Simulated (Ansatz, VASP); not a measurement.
# BN in VASP and in Ansatz

File POSCAR:

```
BN
1.0
    2.5794789977      0.0000000000      0.0000000000
   -1.2897394989      2.2338943405      0.0000000000
    0.0000000000      0.0000000000      4.2268550000
B N
2 2
Direct
    0.6666666667      0.3333333333      0.9997240000
    0.3333333333      0.6666666667      0.4997240000
    0.6666666667      0.3333333333      0.6252760000
    0.3333333333      0.6666666667      0.1252760000
```

INCAR.step1

```
SYSTEM = BN
ALGO = Normal ; EDIFF = 1E-4
ENCUT = 520 ; GGA = PE
ISMEAR = 0 ; LASPH = .TRUE.
LCHARG = .FALSE. ; LREAL = .FALSE.
LWAVE = .TRUE. ; NBANDS = 16
NELM = 100 ; PREC = Accurate
SIGMA = 0.05
```

INCAR.step2

```
SYSTEM = BN
ALGO = Normal ; EDIFF = 1E-6
ENCUT = 520 ; ISIF = 2
ISMEAR = 0 ; ISTART = 1
LASPH = .TRUE. ; LCHARG = .FALSE.
LMIXTAU = .TRUE. ; LREAL = .FALSE.
LWAVE = .FALSE. ; METAGGA = R2SCAN
NBANDS = 16 ; NELM = 100
PREC = Accurate ; SIGMA = 0.05
```

File KPOINTS:

```
k-points
0
G
  12 12 6
  0 0 0
```

Input for Ansatz:

```yaml
crystal:
  lattice:
    - [2.5794789977, 0.0, 0.0]
    - [-1.2897394989, 2.2338943405, 0.0]
    - [0.0, 0.0, 4.226855]
  atoms:
    - { symbol: B, position: [0.6666666667, 0.3333333333, 0.999724] }
    - { symbol: B, position: [0.3333333333, 0.6666666667, 0.499724] }
    - { symbol: "N", position: [0.6666666667, 0.3333333333, 0.625276] }
    - { symbol: "N", position: [0.3333333333, 0.6666666667, 0.125276] }
basis:
  ecutwfc: 500
kpoints:
  mp_grid: { grid: [12, 12, 6] }
hamiltonian:
  xc: r2scan
scf:
  occupations: { method: gaussian, width: 0.05 }
output:
  forces: true
  stress: true
  eigenvalues: true
```

Change from the starting cell: strain +0.0100 x Voigt [1, 1, 0, 0, 0, 0], atoms carried along.

Alike in both runs: task single point; functional r2SCAN; k mesh 12 × 12 × 6; occupations gaussian, width 0.05 eV; no spin polarisation.

```csv
,VASP,Ansatz
version,VASP 6.6.1,Ansatz 0.2.0
potentials or method,"VASP PAW PBE potentials, release 64 (B, N)","scalar-relativistic, plane waves, PAW"
plane-wave cutoff (eV),520,500
valence electrons in the cell,16,16
```

|  | VASP | Ansatz | Ansatz less VASP |
| --- | --- | --- | --- |
| gap on the k mesh at the Fermi level (eV) | 5.78 | 5.81 | +0.031 |
| least direct gap on the mesh (eV) | 8.74 | 8.76 | +0.019 |
| pressure (GPa) | -10.9 | -11.8 | -0.99 |
| largest component of the traceless stress (GPa) | 5.70 | 5.67 | -0.034 |
| rms of the force components (eV/Å) | 0.014 | 0.014 | +0.0003 |

Atom by atom the forces differ by 0.000 eV/Å (rms over components).

Caveats: the PAW data sets were made with another functional, which shifts forces and pressure a little (VASP). A k mesh can miss the band edges.
